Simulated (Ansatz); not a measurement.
Runs of Ansatz 0.2.0 on Ir. The typed cell holds 1 atom: a = 2.542 Å, b = 2.611 Å, c = 2.995 Å, α = 58.28°, β = 61.38°, γ = 59.90°. This isn't the form of Ir at room conditions, which is fcc.

| level | gap on the mesh (eV) | pressure (GPa) | relaxed volume (Å³/atom) |
| --- | --- | --- | --- |
| r2SCAN+rVV10 | none | 0.0 | 14.08 |
| r2SCAN+D4 | none | 0.0 | (b) |
| r2SCAN+D3(BJ)+ATM | none | 0.0 | (a) |
| r2SCAN | none | 0.0 | 14.21 |
| r2SCAN+D3(BJ) | none | 0.0 | 14.06 |

Alike in all rows: task relaxation of cell and atoms; potentials or basis Ansatz PAW; no spin polarisation; cell relaxed from: cell sheared at random, sigma 0.1, atoms nudged by 0.01 Å; k mesh 12 × 13 × 11; cutoff (eV) 500; smearing fermi-dirac 0.05 eV.

Q: Estimate the missing entries.

A: (a) 14.14; (b) 14.11.

Caveats: the plane-wave basis is chosen anew once the cell has moved, so the energies of steps on either side of that aren't comparable; the PAW data sets come from PBE, with cores solved anew for the run's functional, which leaves a small shift of forces and pressure; pairwise dispersion overbinds metals, which lowers pressure and volume (some runs).

A k mesh can miss the band edges, and the runs leave out spin-orbit coupling on Ir.

A gap of «none» marks a metal or a gap under the smearing width.

Not every run made on this cell is shown here.
